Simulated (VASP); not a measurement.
# Br (Cmce) in VASP: further runs, part 2 of 2

VASP 6.6.1.

## Step 3: Relaxation of cell and atoms, PBE

This run uses another cell than the first one, of 39.11 Å³/atom, 1.151 times its volume.

INCAR

```
SYSTEM = Br
PREC = Accurate
ENCUT = 600
EDIFF = 1E-7
ISMEAR = 0
SIGMA = 0.03
LREAL = .False.
LASPH = .True.
NELM = 80
ALGO = Normal
ISIF = 3
LWAVE = .False.
LCHARG = .False.
GGA = PE
IBRION = 2
NSW = 90
EDIFFG = -0.005
```

KPOINTS

```
regular mesh
0
Gamma
  8 8 4
  0 0 0
```

POSCAR

```
Br                                      
1.0
    4.2161187423     -2.1307548257     -0.0000000000
    4.2161187423      2.1307548257      0.0000000000
    0.0000000000      0.0000000000      8.7078553812
  Br            
     4
Direct
     0.8574164769637037    0.1425835230362963    0.1183349691173016
     0.6425835230362963    0.3574164769637037    0.6183349691173013
     0.1425835230362963    0.8574164769637037    0.8816650308826987
     0.3574164769637037    0.6425835230362963    0.3816650308826984
```

Potentials or basis: VASP PAW PBE potentials, release 64 (Br).

Started as:

```console
> cat potpaw_PBE.64/Br/POTCAR > POTCAR
> mpirun -np 1 vasp_std > vasp.out
```

OUTCAR:

```text
SYSTEM = Br
   PREC = Accurate
   ENCUT = 600
   EDIFF = 1E-7
   ISMEAR = 0
   LREAL = .False.
   LASPH = .True.
   NELM = 80
   ISIF = 3
   GGA = PE
   IBRION = 2
   NSW = 90
   EDIFFG = -0.005

 ion  position               nearest neighbor table
   1  0.857  0.143  0.118-   3 2.39
   2  0.643  0.357  0.618-   4 2.39
   3  0.143  0.857  0.882-   1 2.39
   4  0.357  0.643  0.382-   2 2.39

  LATTYP: Found a base centered orthorhombic cell.
 ALAT       =     4.2615096514
 B/A-ratio  =     1.9786972633
 C/A-ratio  =     2.0433733802

  Lattice vectors:

 A1 = (  -4.2161187423,  -2.1307548257,   0.0000000000)
 A2 = (   4.2161187423,  -2.1307548257,   0.0000000000)
 A3 = (   0.0000000000,   0.0000000000,   8.7078553812)
[... 375 lines left out ...]

 number of electron      28.0000006 magnetization

 Free energy of the ion-electron system (eV)
  ---------------------------------------------------
  ext. energy  EPLUGINS =         0.00000000
  ---------------------------------------------------
  free energy    TOTEN  =        -6.56952100 eV

  energy without entropy =       -6.56952100  energy(sigma->0) =       -6.56952100

 E-fermi :  -1.1640     XC(G=0):  -7.0193

 val. band max:       -1.3090238395   @ k =   0.0000   0.0000   0.0000
 cond. band min:       0.0546415593   @ k =   0.0000   0.0000   0.0000
 fundamental gap:      1.3636653988
 Fermi energy:        -1.1640032342

 k-point     1 :       0.0000    0.0000    0.0000
  band No.  band energies     occupation
      1     -16.9390      2.00000
      2     -16.4008      2.00000
      3     -14.7964      2.00000
      4     -13.8114      2.00000
      5      -6.1744      2.00000
      6      -4.9235      2.00000
[... 481 lines left out ...]
      5      -6.1038      2.00000
      6      -5.5383      2.00000
[... 10 lines left out ...]
     17       5.0364      0.00000
     18       5.7468      0.00000

 [... further k-points ...]
[... 5 lines left out ...]
  --------------------------------------------------------------------------------------
  -------------------------------------------------------------------------------------
  Total        0.0055915      0.0056314     -0.0050490      0.0000000      0.0000000      0.0000000
  in kB        0.0555462      0.0559427     -0.0501576      0.0000000      0.0000000      0.0000000
  external PRESSURE =       0.0204438 kB  Pullay stress =       0.0000000 kB
[... 19 lines left out ...]
  FREE ENERGIE OF THE ION-ELECTRON SYSTEM (eV)
  ---------------------------------------------------
  free  energy   TOTEN  =        -6.5695210021 eV

  energy  without entropy=       -6.5695210021  energy(sigma->0) =       -6.56952100

 reached required accuracy - stopping structural energy minimisation
```

CONTCAR:

```text
Br
   1.00000000000000
     4.3371675757968378   -2.1335648759746850    0.0000000000000000
     4.3371675757968378    2.1335648759746850   -0.0000000000000000
     0.0000000000000000    0.0000000000000001    8.7144422084795590
  Br
     4
Direct
     0.8582053837255241    0.1417946162744761    0.1183618808253397
     0.6417946162744759    0.3582053837255237    0.6183618808253398
     0.1417946162744761    0.8582053837255241    0.8816381191746602
     0.3582053837255237    0.6417946162744759    0.3816381191746602

  0.00000000E+00  0.00000000E+00  0.00000000E+00
  0.00000000E+00  0.00000000E+00  0.00000000E+00
  0.00000000E+00  0.00000000E+00  0.00000000E+00
  0.00000000E+00  0.00000000E+00  0.00000000E+00
```

Wall time 26 min (1 thread of Intel Xeon Platinum 8488C (Sapphire Rapids), shared host); peak memory 0.46 GiB.

What came out:

* Free energy: -6.5695 eV
* Relaxed volume: 40.32 Å³/atom
* Relaxed cell: a = 4.834 Å, b = 4.834 Å, c = 8.714 Å, α = 90.00°, β = 90.00°, γ = 52.39°
* Space group after relaxing (to 0.05 Å): Cmce (No. 64)
* Energy gained by relaxing: 0.2 meV/atom
* Ionic steps: 20
* Pressure after relaxing: 0.0 GPa
* Band gap on the k mesh: 1.36 eV, direct

Step by step:
| step | energy change (eV) | largest force (eV/Å) | pressure (GPa) | volume (Å³) |
| --- | --- | --- | --- | --- |
| 1 | 0.0000 | 0.0051 | 0.03 | 156.45 |
| 2 | 0.0000 | 0.0058 | 0.02 | 156.61 |
| 3 | -0.0002 | 0.0078 | 0.00 | 157.09 |
| 4 | -0.0003 | 0.0125 | -0.03 | 158.06 |
| 5 | -0.0003 | 0.0085 | -0.02 | 158.12 |
| 6 | -0.0004 | 0.0049 | 0.00 | 158.30 |
| 7 | -0.0003 | 0.0301 | 0.06 | 158.66 |
| 8 | -0.0004 | 0.0117 | 0.02 | 158.40 |
| 9 | -0.0004 | 0.0114 | 0.02 | 158.50 |
| 10 | -0.0004 | 0.0116 | 0.02 | 158.81 |
| 11 | -0.0005 | 0.0122 | 0.02 | 159.42 |
| 12 | -0.0005 | 0.0146 | 0.02 | 160.66 |
| 13 | -0.0005 | 0.0195 | -0.06 | 161.29 |
| 14 | -0.0005 | 0.0077 | -0.02 | 160.96 |
| 15 | -0.0006 | 0.0065 | -0.01 | 160.98 |
| 16 | -0.0007 | 0.0090 | 0.02 | 161.06 |
| 17 | -0.0007 | 0.0239 | 0.07 | 161.22 |
| 18 | -0.0008 | 0.0136 | 0.03 | 161.12 |
| 19 | -0.0008 | 0.0065 | 0.02 | 161.20 |
| 20 | -0.0008 | 0.0002 | 0.00 | 161.28 |

Final structure:
```xyz
4
Lattice="4.3372 -2.1336 0.0000 4.3372 2.1336 0.0000 0.0000 0.0000 8.7144" Properties=species:S:1:pos:R:3 pbc="T T T"
Br    4.3372   -1.5285    1.0315
Br    4.3372   -0.6051    5.3887
Br    4.3372    1.5285    7.6830
Br    4.3372    0.6051    3.3258
```

A k mesh can miss the band edges. PBE usually gives volumes a little too large and moduli too small.

## Step 4: Relaxation of cell and atoms, r2SCAN

INCAR

```
ALGO = Normal ; EDIFF = 1E-6
EDIFFG = -0.01 ; ENCUT = 600
IBRION = 2 ; ISIF = 3
ISMEAR = 0 ; LASPH = T
LCHARG = F ; LMIXTAU = T
LREAL = F ; LWAVE = F
METAGGA = R2SCAN ; NELM = 80
NSW = 90 ; PREC = Accurate
SIGMA = 0.03
```

KPOINTS

```
k-points
0
Gamma
  8 8 4
```

POSCAR

```
Br
1.0
    3.3632500000     -2.3225500000      0.0000000000
    3.3632500000      2.3225500000      0.0000000000
    0.0000000000      0.0000000000      8.7023000000
Br
4
Direct
    0.8651000000      0.1349000000      0.1099000000
    0.6349000000      0.3651000000      0.6099000000
    0.1349000000      0.8651000000      0.8901000000
    0.3651000000      0.6349000000      0.3901000000
```

Started as:

```console
> cat potpaw_PBE.64/Br/POTCAR > POTCAR
> mpirun -np 1 vasp_std > vasp.out
```

Wall time 81 min (1 thread of Intel Xeon Platinum 8559C (Emerald Rapids), shared host); peak memory 0.45 GiB.

It converged, with:

| Quantity | Value |
| --- | --- |
| Free energy | -53.0322 eV |
| Relaxed volume | 33.05 Å³/atom |
| Relaxed cell | a = 4.139 Å, b = 4.139 Å, c = 8.772 Å, α = 90.00°, β = 90.00°, γ = 61.65° |
| Space group after relaxing (to 0.05 Å) | Cmce (No. 64) |
| Energy gained by relaxing | 17.5 meV/atom |
| Ionic steps | 24 |
| Pressure after relaxing | 0.0 GPa |
| Largest force after relaxing | 0.008 eV/Å |
| Band gap on the k mesh | 1.66 eV, direct |

Forces in eV/Å, atoms in the order of the input:
```
Br   0.000  0.000  0.008
Br   0.000  0.000  0.008
Br   0.000  0.000 -0.008
Br   0.000  0.000 -0.008
```

Step by step:
| step | energy change (eV) | largest force (eV/Å) | pressure (GPa) | volume (Å³) |
| --- | --- | --- | --- | --- |
| 1 | 0.0000 | 0.5820 | 0.67 | 135.95 |
| 2 | 0.0032 | 0.3783 | -1.44 | 138.76 |
| 3 | -0.0196 | 0.0956 | -0.40 | 137.26 |
| 4 | -0.0292 | 0.0872 | -0.34 | 136.08 |
| 5 | -0.0506 | 0.0685 | -0.05 | 132.57 |
| 6 | -0.0352 | 0.1626 | 1.14 | 125.56 |
| 7 | -0.0559 | 0.0869 | 0.22 | 130.52 |
| 8 | -0.0563 | 0.0917 | 0.33 | 129.81 |
| 9 | -0.0549 | 0.2489 | -0.39 | 130.32 |
| 10 | -0.0585 | 0.0882 | 0.01 | 130.03 |
| 11 | -0.0624 | 0.0692 | 0.03 | 130.24 |
| 12 | -0.0680 | 0.0187 | 0.12 | 130.70 |
| 13 | -0.0684 | 0.0029 | 0.16 | 130.85 |
| 14 | -0.0658 | 0.1666 | -0.44 | 132.63 |
| 15 | -0.0688 | 0.0433 | 0.00 | 131.32 |
| 16 | -0.0694 | 0.0209 | 0.01 | 131.74 |
| 17 | -0.0695 | 0.0273 | 0.01 | 132.02 |
| 18 | -0.0695 | 0.0358 | -0.13 | 132.47 |
| 19 | -0.0696 | 0.0274 | -0.07 | 132.29 |
| 20 | -0.0698 | 0.0205 | -0.05 | 132.26 |
| 21 | -0.0701 | 0.0254 | 0.02 | 132.18 |
| 22 | -0.0701 | 0.0288 | 0.03 | 132.16 |
| 23 | -0.0701 | 0.0023 | -0.04 | 132.24 |
| 24 | -0.0701 | 0.0083 | -0.02 | 132.22 |

Final structure:
```
Br
1.0
     3.55395   -2.12059    0.00000
     3.55395    2.12059    0.00000
     0.00000    0.00000    8.77177
Br
4
Cartesian
  3.5540 -1.5279 1.0151
  3.5540 -0.5927 5.4010
  3.5540 1.5279 7.7566
  3.5540 0.5927 3.3707
```

Levels at points of the mesh, in eV from the valence-band top:
```csv
k point,band 11,band 12,band 13,band 14,band 15,band 16,band 17,band 18
"(0.00, 0.00, 0.00)",-1.23,-0.49,-0.36,0.00,1.66,2.69,6.44,7.11
"(0.50, 0.00, 0.00)",-1.23,-1.23,-0.55,-0.55,2.65,2.65,7.45,7.45
"(0.50, 0.50, 0.00)",-1.76,-1.38,-0.58,-0.25,1.68,2.50,7.59,8.20
"(0.00, 0.00, 0.50)",-1.04,-1.04,-0.16,-0.16,2.07,2.07,7.02,7.02
"(0.50, 0.00, 0.50)",-0.75,-0.75,-0.10,-0.10,2.13,2.13,7.80,7.80
"(0.50, 0.50, 0.50)",-1.15,-1.15,-0.91,-0.91,2.01,2.01,8.52,8.52
```

Caveat: the PAW data sets were made with another functional, which shifts forces and pressure a little. A k mesh can miss the band edges.

## Step 5: Relaxation of cell and atoms, r2SCAN

This run uses another cell than the first one, of 33.05 Å³/atom, 0.973 times its volume.

INCAR: that of step 4 with these lines changed.

```diff
@@ -1,3 +1,3 @@
-ALGO = Normal ; EDIFF = 1E-6
-EDIFFG = -0.01 ; ENCUT = 600
+ALGO = Normal ; EDIFF = 1E-7
+EDIFFG = -0.005 ; ENCUT = 600
 IBRION = 2 ; ISIF = 3
```

KPOINTS is that of step 4.

POSCAR

```
Br                                      
1.0
    3.5539547648     -2.1205949268      0.0000000000
    3.5539547648      2.1205949268     -0.0000000000
    0.0000000000      0.0000000000      8.7717731865
  Br            
     4
Direct
     0.8602510428994483    0.1397489571005516    0.1157281097649191
     0.6397489571005517    0.3602510428994484    0.6157281097649191
     0.1397489571005516    0.8602510428994483    0.8842718902350809
     0.3602510428994484    0.6397489571005517    0.3842718902350808
```

Potentials or basis: VASP PAW PBE potentials, release 64 (Br).

Started as:

```console
> cat potpaw_PBE.64/Br/POTCAR > POTCAR
> mpirun -np 1 vasp_std > vasp.out
```

OUTCAR:

```text
EDIFF = 1E-7
   EDIFFG = -0.005
   ENCUT = 600
   IBRION = 2
   ISIF = 3
   ISMEAR = 0
   LASPH = T
   LREAL = F
   METAGGA = R2SCAN
   NELM = 80
   NSW = 90
   PREC = Accurate

 ion  position               nearest neighbor table
   1  0.860  0.140  0.116-   3 2.35
   2  0.640  0.360  0.616-   4 2.35
   3  0.140  0.860  0.884-   1 2.35
   4  0.360  0.640  0.384-   2 2.35

  LATTYP: Found a base centered orthorhombic cell.
 ALAT       =     4.2411898536
 B/A-ratio  =     1.6759234495
 C/A-ratio  =     2.0682340308

  Lattice vectors:

 A1 = (  -3.5539547648,  -2.1205949268,   0.0000000000)
 A2 = (   3.5539547648,  -2.1205949268,   0.0000000000)
 A3 = (   0.0000000000,   0.0000000000,   8.7717731865)

Analysis of symmetry for initial positions (statically):
=====================================================================
[... 299 lines left out ...]
  ext. energy  EPLUGINS =         0.00000000
  ---------------------------------------------------
  free energy    TOTEN  =       -53.03164982 eV

  energy without entropy =      -53.03164982  energy(sigma->0) =      -53.03164982

 E-fermi :  -0.2575     XC(G=0):  -8.4197

 val. band max:       -0.4379075011   @ k =   0.0000   0.0000   0.0000
 cond. band min:       1.2254991175   @ k =   0.0000   0.0000   0.0000
 fundamental gap:      1.6634066186
 Fermi energy:        -0.2575003488

 k-point     1 :       0.0000    0.0000    0.0000
  band No.  band energies     occupation
      1     -16.9228      2.00000
      2     -16.4041      2.00000
      3     -14.4161      2.00000
      4     -13.3773      2.00000
      5      -5.6921      2.00000
      6      -4.2165      2.00000
[... 481 lines left out ...]
      5      -5.5547      2.00000
      6      -4.8733      2.00000
[... 10 lines left out ...]
     17       7.1555      0.00000
     18       7.4777      0.00000

 [... further k-points ...]
[... 5 lines left out ...]
  --------------------------------------------------------------------------------------
  -------------------------------------------------------------------------------------
  Total       -0.0034861      0.0051839      0.0036137      0.0000000      0.0000000      0.0000000
  in kB       -0.0423239      0.0629366      0.0438732      0.0000000      0.0000000      0.0000000
  external PRESSURE =       0.0214953 kB  Pullay stress =       0.0000000 kB
[... 19 lines left out ...]
  FREE ENERGIE OF THE ION-ELECTRON SYSTEM (eV)
  ---------------------------------------------------
  free  energy   TOTEN  =       -53.0316498194 eV

  energy  without entropy=      -53.0316498194  energy(sigma->0) =      -53.03164982

 reached required accuracy - stopping structural energy minimisation
```

OSZICAR:

```text
N       E                     dE             d eps       ncg     rms          rms(c)
DAV:   1     0.150039453888E+03    0.15004E+03   -0.12838E+04  2268   0.148E+03
DAV:   2    -0.440957189153E+02   -0.19414E+03   -0.19152E+03  3332   0.222E+02
[... 41 lines left out ...]
DAV:   2    -0.530316498257E+02   -0.63934E-05   -0.49213E-05  2536   0.482E-02    0.656E-03
DAV:   3    -0.530316495430E+02    0.28267E-06   -0.30281E-06  2422   0.153E-02    0.375E-03
DAV:   4    -0.530316486293E+02    0.91369E-06   -0.17697E-06  2306   0.127E-02    0.207E-03
DAV:   5    -0.530316494706E+02   -0.84132E-06   -0.10309E-06  2292   0.107E-02    0.936E-04
DAV:   6    -0.530316497755E+02   -0.30481E-06   -0.11018E-07  1352   0.288E-03    0.210E-04
DAV:   7    -0.530316498194E+02   -0.43957E-07   -0.31707E-08  1266   0.190E-03
   4 F= -.53031650E+02 E0= -.53031650E+02  d E =-.104664E-04
```

CONTCAR:

```text
Br
   1.00000000000000
     3.5523805532786086   -2.1196885876731568   -0.0000000000000000
     3.5523805532786086    2.1196885876731568    0.0000000000000000
     0.0000000000000000    0.0000000000000000    8.7628222691522311
  Br
     4
Direct
     0.8602184703775470    0.1397815296224530    0.1158968684413460
     0.6397815296224530    0.3602184703775469    0.6158968684413459
     0.1397815296224530    0.8602184703775470    0.8841031315586541
     0.3602184703775469    0.6397815296224530    0.3841031315586541

  0.00000000E+00  0.00000000E+00  0.00000000E+00
  0.00000000E+00  0.00000000E+00  0.00000000E+00
  0.00000000E+00  0.00000000E+00  0.00000000E+00
  0.00000000E+00  0.00000000E+00  0.00000000E+00
```

Wall time 14 min (1 thread of Intel Xeon Platinum 8559C (Emerald Rapids), shared host); peak memory 0.4 GiB.

What came out:

- Free energy: -53.0316 eV
- Relaxed volume: 32.99 Å³/atom
- Relaxed cell: a = 4.137 Å, b = 4.137 Å, c = 8.763 Å, α = 90.00°, β = 90.00°, γ = 61.65°
- Space group after relaxing (to 0.05 Å): Cmce (No. 64)
- Energy gained by relaxing: 0.0 meV/atom
- Ionic steps: 4
- Pressure after relaxing: 0.0 GPa
- Band gap on the k mesh: 1.66 eV, direct

Forces in eV/Å, atoms in the order of the input:
```
Br   0.000  0.002  0.002
Br   0.000 -0.002  0.002
Br   0.000 -0.002 -0.002
Br   0.000  0.002 -0.002
```

Final structure:
```xyz
4
Lattice="3.5524 -2.1197 0.0000 3.5524 2.1197 0.0000 0.0000 0.0000 8.7628" Properties=species:S:1:pos:R:3 pbc="T T T"
Br    3.5524   -1.5271    1.0156
Br    3.5524   -0.5926    5.3970
Br    3.5524    1.5271    7.7472
Br    3.5524    0.5926    3.3658
```

Caveat: the PAW data sets were made with another functional, which shifts forces and pressure a little.
